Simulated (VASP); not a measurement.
A run of VASP 6.6.1 is set up as follows.

INCAR

```
SYSTEM = ZrSe2
PREC = Accurate
ENCUT = 600
EDIFF = 1E-6
ISMEAR = 0
SIGMA = 0.03
LREAL = .False.
LASPH = .True.
NELM = 80
ALGO = Normal
ISIF = 3
LWAVE = .False.
LCHARG = .False.
METAGGA = R2SCAN
LMIXTAU = .True.
LUSE_VDW = .True.
IVDW_NL = 2
BPARAM = 11.95
CPARAM = 0.0093
IBRION = 2
NSW = 90
EDIFFG = -0.01
```

KPOINTS

```
Automatic mesh
0
Gamma
  9 9 5
  0 0 0
```

The input POSCAR:

```
ZrSe2
1.0
    3.7980000000      0.0000000000      0.0000000000
   -1.8990000000      3.2891644836      0.0000000000
    0.0000000000      0.0000000000      6.1920000000
Zr Se
1 2
Direct
    0.0000000000      0.0000000000      0.0000000000
    0.3333333333      0.6666666667      0.2500000000
    0.6666666667      0.3333333333      0.7500000000
```

Potentials or basis: VASP PAW PBE potentials, release 64 (Zr_sv, Se).

Run with:

```sh
$ cat potpaw_PBE.64/Zr_sv/POTCAR potpaw_PBE.64/Se/POTCAR > POTCAR
$ mpirun -np 1 vasp_std > vasp.out
```

Estimate the relaxed volume.

25.70 Å³/atom.

What does it give for the relaxed cell?

a = 3.792 Å, b = 3.792 Å, c = 6.191 Å, α = 90.00°, β = 90.00°, γ = 120.00°.

Final structure:
```yaml
crystal:
  lattice:
    - [3.79217, 0.00000, 0.00000]
    - [-1.89609, 3.28412, 0.00000]
    - [0.00000, 0.00000, 6.19076]
  atoms:
    - { symbol: Zr, position: [0.00000, 0.00000, 0.00000] }
    - { symbol: Se, position: [0.33333, 0.66667, 0.25343] }
    - { symbol: Se, position: [0.66667, 0.33333, 0.74657] }
```

Caveat: the PAW data sets were made with another functional, which shifts forces and pressure a little.
